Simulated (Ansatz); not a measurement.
**HfS$_{2}$ at 35 GPa (stress–strain coefficients): relaxed-ion elastic tensor**

Computed with DFT PBEsol, scalar-relativistic, plane waves, PAW in Ansatz 0.2.0. Cutoff 420 eV, 18×18×8 k-points (Γ-centred), Fermi-Dirac smearing of 0.15 eV. No spin polarisation.

The cell, relaxed at 35 GPa:
```
Hf S
1.0
     3.20613    0.00000    0.00000
    -1.60306    2.77659    0.00000
     0.00000    0.00000    5.05222
Hf S
1 2
Direct
  0.00000 0.00000 0.00000
  0.66667 0.33333 0.69446
  0.33333 0.66667 0.30554
```

In a metal, frequencies and elastic constants depend on the k mesh and the smearing, soft modes and shear constants most. Spin–orbit coupling is left out, which matters for heavy elements. Other phases may be more stable at this pressure. A semilocal functional can close a gap that the real compound has.

**Question.** Give the relaxed-ion elastic constants (GPa, Voigt order xx yy zz yz xz xy, on the axes of the cell above).

**Answer.**
```
254.8  87.8 125.8 -29.9   0.0   0.0
 87.8 254.8 125.8  29.9   0.0   0.0
125.7 125.7 401.5   0.0   0.0   0.0
-29.9  29.9   0.0  89.3   0.0   0.0
  0.0   0.0   0.0   0.0  89.3 -29.9
  0.0   0.0   0.0   0.0 -29.9  83.5
```

**Question.** Is the crystal stable against homogeneous strain?

**Answer.** Yes: the least eigenvalue of the tensor is 56.4 GPa.

**Question.** And the moduli of a polycrystal (Hill averages)?

**Answer.** B = 171 GPa, G = 85 GPa, E = 219 GPa, ν = 0.29.

Cost: 1 run of about 18 core-minutes, on Arm Neoverse V1 (shared hosts).